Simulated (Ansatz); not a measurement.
Input and command of a calculation in Ansatz (plane waves; scalar-relativistic PAW potentials unless the input names others):

```yaml
crystal:
  lattice:
    - [4.7345458046, 0.0, 0.0]
    - [-2.3672729023, 3.8229262311, 0.0]
    - [0.0, 0.0, 6.5665572496]
  atoms:
    - { symbol: Si, position: [0.1641680652, 0.8358319348, 0.8333333333] }
    - { symbol: Si, position: [0.3283361304, 0.1641680652, 0.1666666667] }
    - { symbol: Si, position: [0.8358319348, 0.6716638696, 0.5] }
    - { symbol: Si, position: [0.8358319348, 0.1641680652, 0.8333333333] }
    - { symbol: Si, position: [0.6716638696, 0.8358319348, 0.1666666667] }
    - { symbol: Si, position: [0.1641680652, 0.3283361304, 0.5] }
    - { symbol: Mo, position: [0.5, 0.0, 0.5] }
    - { symbol: Mo, position: [0.0, 0.5, 0.1666666667] }
    - { symbol: Mo, position: [0.5, 0.5, 0.8333333333] }
basis:
  ecutwfc: 420
kpoints:
  mp_grid: { grid: [12, 12, 6] }
hamiltonian:
  xc: pbesol
  hubbard: { sites: [{ species: Si, l: f, u_eff: 30.0 }] }
scf:
  occupations: { method: gaussian, width: 0.15 }
  max_iter: 75
output:
  forces: true
  eigenvalues: true
  stress: true
```

```bash
ansatz run input.yaml --threads 2 --pin off --max-ram 5120MiB --backend cpu --events-out ev --progress --plain --runs-dir out
```

Task: Will this input run?

Result: The program refuses it, because of a U on a shell that isn't there (hamiltonian.hubbard: not typed → {"sites": [{"species": "Si", "l": "f", "u_eff": 30.0}]}). Without that key it is accepted.

Abridged log:
```
Error: inconsistent input (hamiltonian.hubbard.sites[].l, hamiltonian.hubbard.sites[].shell): the file of Si doesn't list 4f, and it can't be added: PBE doesn't bind the shell 4f of the free atom, whose level lies at +1.08 eV. Type an atom or ion with it (hamiltonian.pseudopotentials.projection_atoms), take another file or name another shell
```

Cost: 1 run of about 0.0095 core-minutes, on Intel Xeon Processor @ 2.50GHz (Skylake/Cascade Lake) (shared hosts).